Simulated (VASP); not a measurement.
A run of VASP 6.6.1 is set up as follows.

The input INCAR:

```
SYSTEM = LiF
PREC = Accurate
ENCUT = 520
EDIFF = 1E-6
ISMEAR = 0
SIGMA = 0.05
LREAL = .FALSE.
LASPH = .TRUE.
NELM = 100
ALGO = Normal
ISIF = 2
LWAVE = .FALSE.
LCHARG = .FALSE.
GGA = PS
NBANDS = 36
```

KPOINTS

```
Automatic mesh
0
G
  1 1 8
  0 0 0
```

The input POSCAR:

```
LiF
1.0
   13.0000000000      0.0000000000      0.0000000000
    0.0000000000     13.3000000000      0.0000000000
    0.0000000000      0.0000000000      3.5132926083
Li F
5 5
Direct
    0.5000000000      0.5000000000      0.0000000000
    0.5000000000      0.3449210462      0.5000000000
    0.5000000000      0.6550789538      0.5000000000
    0.3413427951      0.5000000000      0.5000000000
    0.6586572049      0.5000000000      0.5000000000
    0.3351222928      0.5000000000      0.0000000000
    0.6648777072      0.5000000000      0.0000000000
    0.5000000000      0.5000000000      0.5000000000
    0.5000000000      0.3388399224      0.0000000000
    0.5000000000      0.6611600776      0.0000000000
```

Potentials or basis: VASP PAW PBE potentials, release 64 (Li_sv, F).

Command:

```console
$ cat potpaw_PBE.64/Li_sv/POTCAR potpaw_PBE.64/F/POTCAR > POTCAR
$ mpirun -np 1 vasp_std > vasp.out
```

What does it give for the largest force?

0.006 eV/Å.

What does it give for the band gap on the k mesh?

6.35 eV, indirect (least direct gap 6.46 eV).

Forces in eV/Å, atoms in the order of the input:
```
Li   0.000  0.000  0.000
Li   0.000 -0.006  0.000
Li   0.000  0.006  0.000
Li  -0.006  0.000  0.000
Li   0.006  0.000  0.000
F   -0.003  0.000  0.000
F    0.003  0.000  0.000
F    0.000  0.000  0.000
F    0.000 -0.003  0.000
F    0.000  0.003  0.000
```

Caveat: the PAW data sets were made with another functional, which shifts forces and pressure a little.
